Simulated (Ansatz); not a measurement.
**BN: opening a crack plane**

BN, P6_3mc, a = 2.555 Å, c = 4.225 Å. This isn't the usual stable structure of the compound. Ansatz: PBE, PAW, 420 eV, Γ-centred 10×10×2 mesh on 12 atoms, Gaussian smearing 0.05 eV; no spin polarisation. One cut on (001) per cell of 12 atoms is opened rigidly by x, between planes of N and B that stand 1.58 Å apart; y is the energy per area (5.652 Å², 1 eV/Å² = 16.02 J/m²).

| x (Å) | y (J/m²) |
| --- | --- |
| 0.00 | 0.000 |
| 0.25 | 1.213 |
| 0.50 | ? |
| 0.75 | 5.708 |
| 1.00 | 7.702 |
| 1.50 | 10.639 |
| 2.00 | 12.319 |
| 3.00 | 13.509 |
| 4.50 | 13.705 |
| 6.00 | 13.738 |

Problem. Fit the universal binding curve y = W[1 − (1 + x/l) e^(−x/l)] to the other rows, give the peak stress, and predict the missing value.

Solution. Least squares gives W = 13.8 J/m² and l = 0.529 Å. The stress dy/dx peaks at x = l with W/(e l) = 96.0 GPa, for rigid faces. At x = 0.50: x/l = 0.945, y = 3.368 J/m². The run gave 3.444 J/m², so the fit is 0.076 J/m² too low, within twice the rms miss on the fitted rows (0.056 J/m²).

Cost: 12 runs of about 2.9 core-minutes in all, on Intel Xeon Platinum 8259CL (Skylake/Cascade Lake) (shared hosts).